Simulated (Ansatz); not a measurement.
## BeSe: a prediction, then the measurements

Computed with Ansatz 0.2.0, DFT PBE, scalar-relativistic, plane waves, PAW.

Plane waves to 420 eV, a k mesh through Γ of 8×8×8 on the computed 2-atom cell and Gaussian smearing (0.02 eV); no spin polarisation.

Relaxed structure:

```cif
data_structure
_symmetry_space_group_name_H-M 'P 1'
_symmetry_Int_Tables_number 1
_cell_length_a 3.6611
_cell_length_b 3.6611
_cell_length_c 3.6611
_cell_angle_alpha 60.000
_cell_angle_beta 60.000
_cell_angle_gamma 60.000
_cell_volume 34.70
loop_
_atom_site_label
_atom_site_type_symbol
_atom_site_fract_x
_atom_site_fract_y
_atom_site_fract_z
_atom_site_occupancy
Be1 Be 0.00000 0.00000 0.00000 1
Se1 Se 0.75000 0.75000 0.75000 1
```

```json
{
 "Space group": "F-43m (No. 216)",
 "Volume per atom": "17.35 Å³",
 "Formation energy from the elements' standard states (uncorrected)": "-0.797 eV/atom",
 "Kohn–Sham band gap": "2.67 eV, indirect from Γ to X",
 "Orbital (Löwdin) character of the top 1 eV of the valence band": "Se 4p 92 %, unprojected 7 %",
 "Electron masses at the edge by direction of the standard setting (m_e; one valley, along these axes only; no spin-orbit coupling)": "x: 0.90; y: 0.27; z: 0.27",
 "Hole masses at the edge by direction of the standard setting (m_e; one valley, along these axes only; no spin-orbit coupling)": "x: 0.48, 0.48, 0.24; y: 0.48, 0.48, 0.24; z: 0.48, 0.48, 0.24",
 "Bader charge by site (e)": "Be (1 in the cell) 1.57, Se (1 in the cell) -1.57"
}
```

**Against measurements.**

Against the measured lattice constant a of BeSe, 5.08 Å (a printed reference work (textbook)), the calculated 5.178 Å is off by +1.9 %. The calculation is for 0 K without zero-point motion.

It was relaxed from a cell as deposited in COD. Kohn–Sham gaps at this level usually fall short of measured ones.
